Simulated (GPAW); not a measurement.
Crystal: BaTiO3.

```
Ba Ti O
1.0
     3.99980    0.00000    0.00000
     0.00000    3.99980    0.00000
     0.00000    0.00000    4.01800
Ba Ti O
1 1 3
Direct
  0.00000 0.00000 0.00000
  0.50000 0.50000 0.49000
  0.00000 0.50000 0.51700
  0.50000 0.00000 0.51700
  0.50000 0.50000 0.01900
```

Base run:

```yaml
Program: GPAW 26.7.0
Functional: LDA
Potentials_or_basis: the program's PAW data sets (release 1.2.1) made for this functional
Cutoff: 800 eV
Basis: pw
k_mesh: 5 × 5 × 5
Occupations: fermi-dirac, width 0.05 eV
Spin: no spin polarisation
```

Its results: band gap on the k mesh 1.88 eV, indirect (least direct gap 2.00 eV); pressure -7.2 GPa; largest force 0.394 eV/Å.

Problem. The run is repeated on the same cell with these changes: k mesh from 5 × 5 × 5 to 4 × 4 × 4; spin from no spin polarisation to spin-orbit coupling, no magnetisation. What comes out?

Solution. Band gap on the k mesh 1.71 eV, indirect (least direct gap 1.94 eV); pressure -7.2 GPa; largest force 0.419 eV/Å.

Several settings changed at once, so the effect can't be laid on one alone.

Caveats: spin-orbit coupling is left out, which moves the levels of the heavy elements (some runs); the mesh misses the band edges, which the band path finds closer together (some runs); spin-orbit coupling was added after a scalar SCF, so levels and gaps hold it while energy, forces, pressure and moments don't (some runs); this program's spin-orbit splittings come out too wide for heavy elements (some runs).
